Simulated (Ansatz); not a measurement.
# Hf3N4: the cost of one run

Method: DFT, PBE, plane-wave PAW, default files, scalar-relativistic, as far as a step names no other, in Ansatz 0.2.0.

## 1. The structure to begin with

The structure is cubic, space group I-43d (No. 220). Conventional cell: a = 6.715 Å, b = 6.715 Å, c = 6.715 Å, α = 90.00°, β = 90.00°, γ = 90.00°. Hf (site symmetry -4) has 8 N at 2.21 to 2.45 Å as nearest neighbours. N (site symmetry 3) has 6 Hf at 2.21 to 2.45 Å as nearest neighbours.

As a file:

```xyz
14
Lattice="-3.3576 3.3576 3.3576 3.3576 -3.3576 3.3576 3.3576 3.3576 -3.3576" Properties=species:S:1:pos:R:3 pbc="T T T"
Hf   -1.6788    2.5182    3.3576
Hf    3.3576   -1.6788    2.5182
Hf    3.3576    1.6788    0.8394
Hf    2.5182    3.3576   -1.6788
Hf    0.8394    3.3576    1.6788
Hf    1.6788    0.8394    3.3576
N     0.4488    3.8063   -0.4488
N     1.2300   -1.2300    2.1276
N     1.2300    1.2300    1.2300
N     2.1276    1.2300   -1.2300
N     2.9088    2.9088    2.9088
N     3.8063   -0.4488    0.4488
N    -1.2300    2.1276    1.2300
N    -0.4488    0.4488    3.8063
```

## 2. First run, atoms as given

input.yaml

```yaml
crystal:
  lattice:
    - [-3.357551, 3.357551, 3.357551]
    - [3.357551, -3.357551, 3.357551]
    - [3.357551, 3.357551, -3.357551]
  atoms:
    - { symbol: Hf, position: [0.875, 0.25, 0.125] }
    - { symbol: Hf, position: [0.125, 0.875, 0.25] }
    - { symbol: Hf, position: [0.375, 0.625, 0.75] }
    - { symbol: Hf, position: [0.25, 0.125, 0.875] }
    - { symbol: Hf, position: [0.75, 0.375, 0.625] }
    - { symbol: Hf, position: [0.625, 0.75, 0.375] }
    - { symbol: "N", position: [0.5, 0.0, 0.633666] }
    - { symbol: "N", position: [0.133666, 0.5, 0.0] }
    - { symbol: "N", position: [0.366334, 0.366334, 0.366334] }
    - { symbol: "N", position: [0.0, 0.133666, 0.5] }
    - { symbol: "N", position: [0.866334, 0.866334, 0.866334] }
    - { symbol: "N", position: [0.0, 0.633666, 0.5] }
    - { symbol: "N", position: [0.5, 0.0, 0.133666] }
    - { symbol: "N", position: [0.633666, 0.5, 0.0] }
kpoints:
  mp_grid: { grid: [6, 6, 6] }
scf:
  occupations: { method: fermi_dirac, width: 0.02 }
hamiltonian:
  xc: pbe
  pseudopotentials: { kind: paw }
output:
  forces: true
  stress: true
  populations: true
  efg:
    quadrupole_moments_barn: { Hf: 3.365, "N": 0.02044 }
    contact_densities: true
```

The run is started by

```sh
ansatz run input.yaml --threads 1 --pin off --max-ram 2560MiB --backend cpu --events-out ev --progress --plain --runs-dir out
```

**Question.** How long does this run take on 1 thread of Arm Neoverse V2, shared host, and how much memory does it need?

About 40 s, with a peak of 0.52 GiB.
